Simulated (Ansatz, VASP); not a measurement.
# TiB in VASP and in Ansatz

```xyz
8
Lattice="6.1200 0.0000 0.0000 0.0000 3.0600 0.0000 0.0000 0.0000 4.5600" Properties=species:S:1:pos:R:3 pbc="T T T"
Ti    4.1432    0.7650    1.7191
Ti    1.9768    2.2950    2.8409
Ti    5.0368    2.2950    3.9991
Ti    1.0832    0.7650    0.5609
B     3.2375    0.7650    4.0903
B     2.8825    2.2950    0.4697
B     5.9425    2.2950    1.8103
B     0.1775    0.7650    2.7497
```

Alike in both runs: task single point; functional PBEsol; k mesh 5 × 9 × 6; occupations fermi-dirac, width 0.05 eV; no spin polarisation.

|  | VASP | Ansatz |
| --- | --- | --- |
| version | VASP 6.6.1 | Ansatz 0.2.0 |
| potentials or method | VASP PAW PBE potentials, release 64 (Ti_sv, B) | Ansatz PAW |
| plane-wave cutoff (eV) | 520 | 420 |
| valence electrons in the cell | 60 | 60 |

|  | VASP | Ansatz | Ansatz less VASP |
| --- | --- | --- | --- |
| gap on the k mesh at the Fermi level (eV) | none | none | - |
| pressure (GPa) | -5.6 | -5.7 | -0.14 |
| largest component of the traceless stress (GPa) | 0.17 | 0.19 | +0.014 |
| rms of the force components (eV/Å) | 0.112 | 0.115 | +0.0025 |

Atom by atom the forces differ by 0.004 eV/Å (rms over components). A gap of «none» marks a metal or a gap that the smearing closes. With one functional, cell and mesh, what is left measures potentials, basis and numerics.

Caveats: the PAW data sets were made with another functional, which shifts forces and pressure a little (VASP); the PAW data sets come from PBE, with cores solved anew for the run's functional, which leaves a small shift of forces and pressure (Ansatz).
